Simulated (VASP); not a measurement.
Input of a VASP 6.6.1 run:

Contents of INCAR:

```
  ALGO = Normal
  EDIFF = 1E-7
  EDIFFG = -0.005
  ENCUT = 600
  GGA = PE
  IBRION = 2
  ISIF = 3
  ISMEAR = 0
  IVDW = 12
  KPAR = 8
  LASPH = T
  LATTICE_CONSTRAINTS = .TRUE. .TRUE. .FALSE.
  LCHARG = F
  LREAL = F
  LWAVE = F
  NELM = 80
  NSW = 90
  PREC = Accurate
  SIGMA = 0.03
```

The input KPOINTS:

```
k-points
0
Gamma
  12 12 1
```

POSCAR

```
MoS2                                    
1.0
    3.1503597264     -0.0000000000      0.0000000000
   -1.5751798632      2.7282915496      0.0000000000
    0.0000000000      0.0000000000     33.4542960000
  S               Mo            
     6     3
Direct
     0.3333333300000021    0.6666666699999979    0.2719756714519272
     0.3333333300000021    0.6666666699999979    0.3656268060557318
     0.6666666699999979    0.3333333300000021    0.4532201972753523
     0.6666666699999979    0.3333333300000021    0.5467798027246475
     0.3333333300000021    0.6666666699999979    0.6343731939442684
     0.3333333300000021    0.6666666699999979    0.7280243285480729
     0.6666666699999979    0.3333333300000021    0.3188259664337926
     0.3333333300000021    0.6666666699999979    0.5000000000000000
     0.6666666699999979    0.3333333300000021    0.6811740335662074
```

Potentials or basis: VASP PAW PBE potentials, release 64 (S, Mo_sv).

The run is started by

```bash
$ cat potpaw_PBE.64/S/POTCAR potpaw_PBE.64/Mo_sv/POTCAR > POTCAR
$ mpirun -np 8 vasp_std > vasp.out
```

Task: What does it give for the band gap on the k mesh?

Result: 1.03 eV, indirect (least direct gap 1.73 eV).

Task: Predict the dispersion energy per atom.

Result: -0.396 eV.

Forces in eV/Å, atoms in the order of the input:
```
S    0.000  0.000  0.000
S    0.000  0.000  0.004
S    0.000  0.000 -0.002
S    0.000  0.000  0.002
S    0.000  0.000 -0.004
S    0.000  0.000  0.000
Mo   0.000  0.000 -0.001
Mo   0.000  0.000  0.000
Mo   0.000  0.000  0.001
```

Caveat: the relaxation stopped at its first step, so nothing moved.
